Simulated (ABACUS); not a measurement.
PbS: single point with r2SCAN

PbS:

```xyz
4
Lattice="2.0800 -5.9913 0.0000 2.0800 5.9913 0.0000 0.0000 0.0000 4.2793" Properties=species:S:1:pos:R:3 pbc="T T T"
Pb    2.0800    4.4268    1.0698
Pb    2.0800   -4.4268    3.2095
S     2.0800    1.7399    1.0698
S     2.0800   -1.7399    3.2095
```

Measurements of this composition are mostly on another form, of space group No. 225.

| Quantity | Value |
| --- | --- |
| Program | ABACUS 3.10.1 |
| Task | single point |
| Functional | r2SCAN |
| Potentials or basis | SG15 ONCV 1.2 PBE |
| Cutoff | 993 eV |
| Density cutoff | 3973 eV |
| Basis | plane waves |
| k mesh | 4 × 4 × 4 |
| Occupations | fermi-dirac, width 0.05 eV |
| Spin | no spin polarisation |
| Radial cutoff of the potentials (pseudo_rcut) | 7 bohr |
| SCF threshold on the density | 1e-08 |
| Max SCF steps | 100 |
| Eigensolver | dav |
| Mixing | broyden |
| Mixing share | 0.7 |
| Symmetry key | 1 |
| Bands | 30 |

The pressure is -1.0 GPa and the largest force is 0.134 eV/Å. The band gap on the k mesh is 1.52 eV, indirect (least direct gap 1.85 eV).

Forces in eV/Å, atoms in the order of the input:
```
Pb   0.000 -0.134  0.000
Pb   0.000  0.134  0.000
S    0.000  0.073  0.000
S    0.000 -0.073  0.000
```

Stress tensor (GPa, compression positive):
```
-0.88  0.00  0.00
 0.00 -1.07  0.00
 0.00  0.00 -0.95
```

Levels at points of the mesh, in eV from the valence-band top:
| k point | band 17 | band 18 | band 19 | band 20 | band 21 | band 22 | band 23 | band 24 |
| --- | --- | --- | --- | --- | --- | --- | --- | --- |
| (0.00, 0.00, 0.00) | -2.24 | -1.49 | -1.33 | -0.35 | 5.21 | 5.30 | 5.47 | 6.05 |
| (0.50, 0.00, 0.00) | -1.13 | -0.96 | -0.30 | -0.20 | 2.24 | 2.28 | 2.61 | 3.35 |
| (0.50, 0.50, 0.00) | -1.86 | -1.71 | -1.16 | -0.33 | 1.52 | 4.89 | 5.52 | 5.67 |
| (0.00, 0.00, 0.50) | -0.90 | -0.90 | 0.00 | 0.00 | 2.28 | 2.28 | 3.17 | 3.17 |
| (0.50, 0.00, 0.50) | -2.96 | -2.96 | -1.32 | -1.32 | 3.91 | 3.91 | 5.78 | 5.78 |
| (0.50, 0.50, 0.50) | -1.00 | -1.00 | -0.30 | -0.30 | 2.05 | 2.05 | 3.57 | 3.57 |

It took 3.4 min on 4 MPI ranks on Intel(R) Xeon(R) Platinum 8488C (Sapphire Rapids) (shared host), peak memory 0.8 GiB a rank.

Caveat: the potentials were made for another functional, which shifts forces and pressure; spin-orbit coupling is left out, which as a rule narrows the gap of such compounds by several tenths of an eV. A k mesh can miss the band edges.
